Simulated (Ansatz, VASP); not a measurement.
## BN in VASP and in Ansatz

```
B N
1.0
     2.55457    0.00000    0.00000
    -1.27728    2.21232    0.00000
     0.00000    0.00000    4.22454
B N
2 2
Direct
  0.33333 0.66667 0.99994
  0.66667 0.33333 0.49994
  0.33333 0.66667 0.37456
  0.66667 0.33333 0.87456
```

Alike in both runs: functional PBE; k mesh 12 × 12 × 8; no spin polarisation.

Ansatz relaxed the structure, and its values are those at the end. VASP's run is a single point on that final structure, the one shown.

|  | VASP | Ansatz |
| --- | --- | --- |
| version | VASP 6.6.1 | Ansatz 0.2.0 |
| potentials or method | VASP PAW PBE potentials, release 64 (B, N) | scalar-relativistic, plane waves, PAW |
| plane-wave cutoff (eV) | 520 | 600 |
| occupations | gaussian, width 0.01 eV | fixed |
| valence electrons in the cell | 16 | 16 |

```tsv
	VASP	Ansatz	Ansatz less VASP
gap on the k mesh at the Fermi level (eV)	5.21	5.23	+0.016
least direct gap on the mesh (eV)	8.24	8.25	+0.007
pressure (GPa)	0.2	0.0	-0.22
```

A k mesh can miss the band edges. As with any semilocal functional, this PBE gap is likely too small.
